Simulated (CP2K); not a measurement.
# GaAs (F-43m) in CP2K: a series of runs

Runs on GaAs. Level: PBE. Tasks: atomic charges.

Everything below comes from runs of CP2K 2026.2. Logs are shortened: lines on timing, memory, paths and dates and some standing lists are left out, and cuts for length are marked.

**What was measured.**

“Evidence of valence band perturbations in GaAsN/GaAs(001): A combined variable-angle spectroscopic ellipsometry and modulated photoreflectance investigation”, 2008, arxiv:0805.2212 reports, for a bulk crystal of GaAs at 300 K: band gap 1.412 ± 0.01 eV (direct).

The results are compared with them further down.

## 1. Starting point

It takes space group F-43m (No. 216, cubic). Conventional cell: a = 5.654 Å, b = 5.654 Å, c = 5.654 Å, α = 90.00°, β = 90.00°, γ = 90.00°. As (site symmetry -43m) is surrounded by 4 Ga at 2.45 Å. Ga (site symmetry -43m) is surrounded by 4 As at 2.45 Å.

## 2. Atomic charges, PBE

File gaas_charges.inp:

```
&GLOBAL
  PROJECT gaas_charges
  RUN_TYPE ENERGY_FORCE
  PRINT_LEVEL LOW
&END GLOBAL
&FORCE_EVAL
  METHOD QS
  STRESS_TENSOR ANALYTICAL
  &DFT
    BASIS_SET_FILE_NAME BASIS_MOLOPT_UZH
    POTENTIAL_FILE_NAME POTENTIAL_UZH
    &MGRID
      CUTOFF 450
      REL_CUTOFF 60
      NGRIDS 4
    &END MGRID
    &QS
      METHOD GPW
      EPS_DEFAULT 1.0E-9
    &END QS
    &KPOINTS
      SCHEME MONKHORST-PACK 8 8 8
      GAMMA_CENTERED T
      SYMMETRY T
      SYMMETRY_BACKEND SPGLIB
    &END KPOINTS
    &SCF
      SCF_GUESS ATOMIC
      EPS_SCF 1.0E-6
      MAX_SCF 100
      ADDED_MOS 10
      CHOLESKY OFF
      EPS_EIGVAL 1.0E-7
      &DIAGONALIZATION ON
        ALGORITHM STANDARD
      &END DIAGONALIZATION
      &MIXING ON
        METHOD BROYDEN_MIXING
        ALPHA 0.4
        BETA 1.5
        NBUFFER 8
      &END MIXING
      &SMEAR ON
        METHOD FERMI_DIRAC
        ELECTRONIC_TEMPERATURE [K] 580.226
      &END SMEAR
    &END SCF
    &XC
      &XC_FUNCTIONAL PBE
      &END XC_FUNCTIONAL
    &END XC
    &PRINT
      &KPOINTS ON
      &END KPOINTS
      &MULLIKEN ON
      &END MULLIKEN
      &MO ON
        ENERGIES T
        OCCUPATION_NUMBERS T
        &EACH
          QS_SCF 0
        &END EACH
        ADD_LAST NUMERIC
      &END MO
      &LOWDIN ON
      &END LOWDIN
      &HIRSHFELD ON
        SHAPE_FUNCTION GAUSSIAN
      &END HIRSHFELD
      &VORONOI ON
        VORONOI_RADII COVALENT
      &END VORONOI
    &END PRINT
  &END DFT
  &SUBSYS
    &CELL
      A 3.9977696088 0.0000000000 0.0000000000
      B 1.9988848044 3.4621700397 0.0000000000
      C 1.9988848044 1.1540566799 3.2641652169
      PERIODIC XYZ
    &END CELL
    &COORD
      SCALED
      As  0.7500000000 0.7500000000 0.7500000000
      Ga  0.0000000000 0.0000000000 0.0000000000
    &END COORD
    &KIND As
      BASIS_SET DZVP-MOLOPT-PBE-GTH-q5
      POTENTIAL GTH-PBE-q5
    &END KIND
    &KIND Ga
      BASIS_SET DZVP-MOLOPT-PBE-GTH-q13
      POTENTIAL GTH-PBE-q13
    &END KIND
    &PRINT
      &ATOMIC_COORDINATES ON
      &END ATOMIC_COORDINATES
      &CELL ON
      &END CELL
    &END PRINT
  &END SUBSYS
  &PRINT
    &FORCES ON
    &END FORCES
    &STRESS_TENSOR ON
    &END STRESS_TENSOR
  &END PRINT
&END FORCE_EVAL
```

Potentials or basis: POTENTIAL_UZH As GTH-PBE-q5, Ga GTH-PBE-q13; DZVP-MOLOPT-PBE-GTH basis.

Started as:

```
> OMP_NUM_THREADS=1 cp2k.psmp -i gaas_charges.inp -o gaas_charges.out
```

gaas_charges.out:

```text

 CP2K| version string:                                       CP2K version 2026.2
 CP2K| Input file name                                          gaas_charges.inp

 GLOBAL| Force Environment number                                              1
 GLOBAL| Basis set file name                                    BASIS_MOLOPT_UZH
 GLOBAL| Potential file name                                       POTENTIAL_UZH
 GLOBAL| MM Potential file name                                     MM_POTENTIAL
 GLOBAL| Coordinate file name                                      __STD_INPUT__
 GLOBAL| Method name                                                        CP2K
 GLOBAL| Project name                                               gaas_charges
 GLOBAL| Run type                                                   ENERGY_FORCE
 GLOBAL| FFT library                                                       FFTW3
[... 8 lines left out ...]
 GLOBAL| CPU model name                                                  UNKNOWN

 CELL| Volume [angstrom^3]:                                            45.179174
 CELL| Vector a [angstrom]:       3.998     0.000     0.000   |a| =     3.997770
 CELL| Vector b [angstrom]:       1.999     3.462     0.000   |b| =     3.997770
 CELL| Vector c [angstrom]:       1.999     1.154     3.264   |c| =     3.997770
 CELL| Angle (b,c), alpha [degree]:                                    60.000000
 CELL| Angle (a,c), beta  [degree]:                                    60.000000
 CELL| Angle (a,b), gamma [degree]:                                    60.000000
 CELL| Numerically orthorhombic:                                              NO
 CELL| Periodicity                                                           XYZ

 CELL_REF| Volume [angstrom^3]:                                        45.179174
 CELL_REF| Vector a [angstrom     3.998     0.000     0.000   |a| =     3.997770
 CELL_REF| Vector b [angstrom     1.999     3.462     0.000   |b| =     3.997770
 CELL_REF| Vector c [angstrom     1.999     1.154     3.264   |c| =     3.997770
 CELL_REF| Angle (b,c), alpha [degree]:                                60.000000
 CELL_REF| Angle (a,c), beta  [degree]:                                60.000000
 CELL_REF| Angle (a,b), gamma [degree]:                                60.000000
 CELL_REF| Numerically orthorhombic:                                          NO
[... 11 lines left out ...]

  Total number of            - Atomic kinds:                                   2
                             - Atoms:                                          2
                             - Shell sets:                                     2
                             - Shells:                                        12
                             - Primitive Cartesian functions:                 10
                             - Cartesian basis functions:                     44
                             - Spherical basis functions:                     38

  Maximum angular momentum of the orbital basis functions:                     3

 MODULE QUICKSTEP: ATOMIC COORDINATES IN ANGSTROM

   Atom Kind Element         X             Y             Z       Z(eff)     Mass
      1    1 As   33      5.996654      3.462170      2.448124   5.0000  74.9216
      2    2 Ga   31      0.000000      0.000000      0.000000  13.0000  69.7230

 SCF PARAMETERS         Density guess:                                    ATOMIC
[... 9 lines left out ...]
                        --------------------------------------------------------
                        level_shift [a.u.]:                             0.000000
                        added MOs                                        10    0
                        --------------------------------------------------------
                        Mixing method:                            BROYDEN_MIXING
[... 11 lines left out ...]
 *******************************************************************************
 BRILLOUIN| K-point scheme                                        Monkhorst-Pack
 BRILLOUIN| K-Point grid                                             8    8    8
 BRILLOUIN| Gamma-centered k-point mesh                                     ON
 BRILLOUIN| K-point symmetry accuracy                               0.100000E-05
 BRILLOUIN| K-Point point group symmetrization                                ON
 BRILLOUIN| Symmetry backend                                             SPGLIB
 BRILLOUIN| Symmetry reduction method                                    SPGLIB
 BRILLOUIN| Wavefunction type                                            COMPLEX
 BRILLOUIN| List of Kpoints [2 Pi/Bohr]                                       29
 BRILLOUIN| Number           Weight            X              Y              Z
 BRILLOUIN|     1           0.01562       -0.37500       -0.37500       -0.37500
 BRILLOUIN|     2           0.04688       -0.37500       -0.37500       -0.25000
 BRILLOUIN|     3           0.04688       -0.37500       -0.37500       -0.12500
 BRILLOUIN|     4           0.01172       -0.37500       -0.37500        0.00000
 BRILLOUIN|     5           0.04688       -0.37500       -0.37500        0.12500
 BRILLOUIN|     6           0.02344       -0.37500       -0.37500        0.25000
[... 21 lines left out ...]
 BRILLOUIN|    28           0.00781        0.00000        0.00000        0.50000
 BRILLOUIN|    29           0.00586        0.00000        0.50000        0.50000
 *******************************************************************************

 Extrapolation method: initial_guess

 Number of electrons:                                                         18
 Number of occupied orbitals:                                                  9
 Number of molecular orbitals:                                                19

 Number of orbital functions:                                                 38
 Number of independent orbital functions:                                     38

 SCF WAVEFUNCTION OPTIMIZATION

  Step     Update method      Time    Convergence         Total energy    Change
  ------------------------------------------------------------------------------
     1 NoMix/Diag. 0.40E+00    1.9     1.07605214       -81.0518143804 -8.11E+01
     2 Broy./Diag. 0.40E+00    2.0     0.05216616       -80.8848267115  1.67E-01
     3 Broy./Diag. 0.40E+00    2.0     0.14029402       -80.8579271194  2.69E-02
     4 Broy./Diag. 0.40E+00    1.9     0.01078209       -80.8907730061 -3.28E-02
     5 Broy./Diag. 0.40E+00    1.9     0.00709131       -80.9218332118 -3.11E-02
     6 Broy./Diag. 0.40E+00    1.9     0.00407745       -80.9284740722 -6.64E-03
     7 Broy./Diag. 0.40E+00    1.9     0.00099078       -80.9280394693  4.35E-04
     8 Broy./Diag. 0.40E+00    2.0     0.00040424       -80.9303959151 -2.36E-03
     9 Broy./Diag. 0.40E+00    2.1     0.00006702       -80.9312076834 -8.12E-04
    10 Broy./Diag. 0.40E+00    2.1     0.00000866       -80.9312560940 -4.84E-05
    11 Broy./Diag. 0.40E+00    1.9     0.00001042       -80.9312751846 -1.91E-05
    12 Broy./Diag. 0.40E+00    2.0     0.00000263       -80.9312722947  2.89E-06
    13 Broy./Diag. 0.40E+00    1.9     0.00000638       -80.9312592933  1.30E-05
    14 Broy./Diag. 0.40E+00    1.9     0.00000056       -80.9312582612  1.03E-06

  *** SCF run converged in    14 steps ***

  Electronic density on regular grids:        -17.9999995729        0.0000004271
  Core density on regular grids:               17.9999999786       -0.0000000214
  Total charge density on r-space grids:        0.0000004057
  Total charge density g-space grids:           0.0000004057

  Overlap energy of the core charge distribution:               0.00000000546787
  Self energy of the core charge distribution:               -110.84104255844619
  Core Hamiltonian energy:                                     32.35068685984608
  Hartree energy:                                               9.37176758315854
  Exchange-correlation energy:                                -11.81266892551865
  Electronic entropic energy:                                  -0.00000122570310
  Fermi energy:                                                 0.16830273824757

  Total energy:                                               -80.93125826120867
  Total energy (extrapolated to T->0):                        -80.93125764835712

 MO| EIGENVALUES AND OCCUPATION NUMBERS FOR K POINT 1
 MO|
 MO|  Index      Eigenvalue [a.u.]        Eigenvalue [eV]             Occupation
 MO|      1              -0.390086             -10.614768               2.000000
 MO|      2              -0.387001             -10.530840               2.000000
 MO|      3              -0.387001             -10.530839               2.000000
 MO|      4              -0.384625             -10.466185               2.000000
 MO|      5              -0.384625             -10.466184               2.000000
 MO|      6              -0.259667              -7.065903               2.000000
[... 11 lines left out ...]
 MO|     18               0.793316              21.587228               0.000000
 MO|     19               0.793316              21.587236               0.000000
 MO| Sum:                                                              18.000000
 MO| E(Fermi):            0.168303 a.u.          4.579750 eV

 MO| EIGENVALUES AND OCCUPATION NUMBERS FOR K POINT 2
 MO|
 MO|  Index      Eigenvalue [a.u.]        Eigenvalue [eV]             Occupation
 MO|      1              -0.390074             -10.614443               2.000000
 MO|      2              -0.386943             -10.529261               2.000000
 MO|      3              -0.386835             -10.526307               2.000000
 MO|      4              -0.384885             -10.473266               2.000000
 MO|      5              -0.384520             -10.463329               2.000000
 MO|      6              -0.262887              -7.153524               2.000000
[... 299 lines left out ...]
 MO| EIGENVALUES AND OCCUPATION NUMBERS FOR K POINT 14
 MO|
 MO|  Index      Eigenvalue [a.u.]        Eigenvalue [eV]             Occupation
 MO|      1              -0.390554             -10.627503               2.000000
 MO|      2              -0.386742             -10.523792               2.000000
 MO|      3              -0.386528             -10.517958               2.000000
 MO|      4              -0.384964             -10.475413               2.000000
 MO|      5              -0.384518             -10.463276               2.000000
 MO|      6              -0.245798              -6.688503               2.000000
[... 11 lines left out ...]
 MO|     18               0.798295              21.722708               0.000000
 MO|     19               0.870820              23.696204               0.000000
 MO| Sum:                                                              18.000000
 MO| E(Fermi):            0.168303 a.u.          4.579750 eV
 MO| Band gap:            0.178501 a.u.          4.857269 eV

 [... the levels of further k-points ...]

 !-----------------------------------------------------------------------------!
                     Mulliken Population Analysis

 #  Atom  Element  Kind  Atomic population                           Net charge
       1     As       1          5.139518                             -0.139518
       2     Ga       2         12.860482                              0.139518
 # Total charge                             18.000000                 -0.000000

 !-----------------------------------------------------------------------------!

 !-----------------------------------------------------------------------------!
                           Hirshfeld Charges

  #Atom  Element  Kind  Ref Charge     Population                    Net charge
      1       As     1       5.000          3.893                         1.107
      2       Ga     2      13.000         14.107                        -1.107

  Total Charge                                                            0.000
 !-----------------------------------------------------------------------------!

 VORONOI| Collecting electron density from MPI ranks and sending to library...
 VORONOI| Voronoi integration finished.

 LOWDIN POPULATION ANALYSIS

 #  Atom  Element  Kind  Atomic population                           Net charge
       1     As       1          4.611397                              0.388603
       2     Ga       2         13.388603                             -0.388603
 # Total charge                             18.000000                 -0.000000

 ENERGY| Total FORCE_EVAL ( QS ) energy [hartree]            -80.931256150552883

 FORCES| Atomic forces [hartree/bohr]
 FORCES|   Atom     x               y               z               |f|
 FORCES|      1 -5.45651842E-05 -3.15002545E-05 -2.22782598E-05   6.68277354E-05
 FORCES|      2 -4.35911071E-05 -2.51702881E-05 -1.77935947E-05   5.33885759E-05
 FORCES| Sum    -9.81562913E-05 -5.66705426E-05 -4.00718545E-05
 FORCES| Total atomic force                                       1.20216311E-04

 STRESS| Analytical stress tensor [bar]
 STRESS|                        x                   y                   z
 STRESS|      x        4.14716576475E+04   5.79585809373E+02   4.09521271679E+02
 STRESS|      y        5.79585809373E+02   4.08026314512E+04   2.36702350047E+02
 STRESS|      z        4.09521271679E+02   2.36702350047E+02   4.06355439464E+04
 STRESS| 1/3 Trace                                             4.09699443484E+04
 STRESS| Determinant                                           6.87388435465E+13

 STRESS| Eigenvectors and eigenvalues of the analytical stress tensor [bar]
 STRESS|                        1                   2                   3
 STRESS| Eigenvalues   4.04678766503E+04   4.04684038561E+04   4.19735525388E+04
 STRESS|      x          -0.353917875750     -0.456234915807      0.816450757133
 STRESS|      y           0.864731932809      0.172975629782      0.471506220406
 STRESS|      z          -0.356343684670      0.872885521188      0.333301733112
```

Run time: 33 s. Hardware: 1 thread of Arm Neoverse V1, shared host; peak memory 0.27 GiB.

What came out:

- Free energy: -2202.2515 eV
- Pressure: 4.1 GPa
- Band gap on the k mesh: 0.48 eV, direct
- Mulliken charges: As -0.14; Ga +0.14 e
- Hirshfeld charges: As +1.11; Ga -1.11 e
- Voronoi charges: As +0.04; Ga -0.04 e

Caveat: Hirshfeld charges from Gaussian shapes aren't those from atomic densities; Mulliken charges move with the basis; the basis of atomic orbitals isn't converged, which shifts pressures, moduli and gaps; the real-space grid breaks the cell's symmetry a little.

## 3. Atomic charges, PBE

Changes to gaas_charges.inp since step 2:

```diff
@@ -9,3 +9,3 @@
   &DFT
-    BASIS_SET_FILE_NAME BASIS_MOLOPT_UZH
+    BASIS_SET_FILE_NAME BASIS_ccGRB_UZH
     POTENTIAL_FILE_NAME POTENTIAL_UZH
@@ -87,3 +87,3 @@
     &KIND As
-      BASIS_SET DZVP-MOLOPT-PBE-GTH-q5
+      BASIS_SET ccGRB-D-q5
       POTENTIAL GTH-PBE-q5
@@ -91,3 +91,3 @@
     &KIND Ga
-      BASIS_SET DZVP-MOLOPT-PBE-GTH-q13
+      BASIS_SET ccGRB-D-q13
       POTENTIAL GTH-PBE-q13
```

Potentials or basis: POTENTIAL_UZH As GTH-PBE-q5, Ga GTH-PBE-q13; ccGRB-D basis.

Started as:

```
> OMP_NUM_THREADS=1 cp2k.psmp -i gaas_charges.inp -o gaas_charges.out
```

It took 15 s on 1 thread of Arm Neoverse V1, shared host; peak memory 0.25 GiB.

The run converged. Its results:

```yaml
Free_energy: -2201.7372 eV
Pressure: 5.8 GPa
Band_gap_on_the_k_mesh: 0.60 eV, direct
Mulliken_charges: As +0.01; Ga -0.01 e
Hirshfeld_charges: As +1.10; Ga -1.10 e
Voronoi_charges: As +0.04; Ga -0.04 e
```

Levels at points of the mesh, in eV from the valence-band top:
```
           k point  band 7  band 8  band 9  band 10  band 11  band 12
(0.00, 0.00, 0.00)    0.00    0.00    0.00     0.60     3.88     3.88
(0.00, 0.00, 0.50)   -6.72   -1.18   -1.18     1.03     4.83     4.83
(0.00, 0.50, 0.50)   -6.88   -2.75   -2.75     1.54     1.80    10.33
```

Caveat: Hirshfeld charges from Gaussian shapes aren't those from atomic densities; Mulliken charges move with the basis; the basis of atomic orbitals isn't converged, which shifts pressures, moduli and gaps.

[end of part 1 of 2]
